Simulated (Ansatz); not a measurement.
**Ca in Ansatz: convergence with smearing width**

Input of the first run (smearing width 0.3 eV); the others differ in this setting and in those tied to it:

Contents of input.yaml:

```yaml
crystal:
  lattice:
    - [0.0, 2.7942, 2.7942]
    - [2.7942, 0.0, 2.7942]
    - [2.7942, 2.7942, 0.0]
  atoms:
    - { symbol: Ca, position: [0.0, 0.0, 0.0] }
hamiltonian:
  xc: pbe
  pseudopotentials: { kind: paw, source: jth }
kpoints:
  mp_grid: { grid: [7, 7, 7] }
scf:
  occupations: { method: fermi_dirac, width: 0.3 }
output:
  forces: true
  stress: true
  eigenvalues: true
```

Potentials or basis: JTH PAW.

Run with:

```bash
$ ansatz run input.yaml --threads 2 --pin off --max-ram 5632MiB --backend cpu --events-out ev --progress --plain --runs-dir out
```

Hardware: 2 threads of Arm Neoverse V2 (shared host).

Problem. The values tried are 0.3 eV, 0.2 eV, 0.15 eV, 0.1 eV, 0.05 eV, 0.025 eV, 0.01 eV, 0.005 eV, loosest first. From which on does the energy stay within 1 meV/atom of the tightest run that finished?

Solution. From 0.025 eV on.

```
smearing width  energy less the tightest run, at zero smearing (meV/atom)  pressure (GPa)  SCF cycles  CPU time (s)  peak memory (GiB)
        0.3 eV                                                       4.27           -0.37           6           1.2                0.3
        0.2 eV                                                       2.67           -0.48           6           1.2                0.3
       0.15 eV                                                       1.56           -0.52           6           1.2                0.3
        0.1 eV                                                       1.62           -0.54           6           1.1                0.3
       0.05 eV                                                       1.48           -0.52           6           1.1                0.3
      0.025 eV                                                       0.32           -0.49           5          0.98                0.3
       0.01 eV                                                       0.00           -0.48           5          0.99                0.3
      0.005 eV                                                       0.00           -0.48           5          0.99                0.3
```

Against the tightest run, the pressure stays within 0.1 GPa from 0.2 eV on. Narrower smearing needs a denser k mesh, so at a fixed mesh the narrowest width isn't the most accurate. The tightest run that finished is the yardstick and may itself not be fully converged.
